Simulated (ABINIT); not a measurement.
The system is TaN.

```
Ta N
1.0
     0.00000    2.21132    2.21132
     2.21132    0.00000    2.21132
     2.21132    2.21132    0.00000
Ta N
1 1
Direct
  0.50000 0.50000 0.50000
  0.00000 0.00000 0.00000
```

The cell comes from a database or a generator and needn't be the stable form of this composition.

Base run:

```yaml
Program: ABINIT 10.8.3 (patched build)
Functional: PBE
Potentials_or_basis: SG15 NC PBE v1.2
Cutoff: 952 eV
k_mesh: 8 × 8 × 8
Occupations: fermi-dirac, width 0.05 eV
Spin: no spin polarisation
```

Its results: band gap on the k mesh none (metal or under the smearing width); pressure -1.9 GPa.

Task: The run is repeated on the same cell with these changes: functional from PBE to LDA; potentials or basis from SG15 NC PBE v1.2 to PseudoDojo NC SR LDA v0.4.1 standard; valence electrons from 32 to 18. What comes out?

Result: Band gap on the k mesh none (metal or under the smearing width); pressure -19.9 GPa.

Caveats: so large a pressure means that the cell lies far from this level's equilibrium, or that cutoff or potentials fall short (some runs).

Not every run made on this cell is shown here.
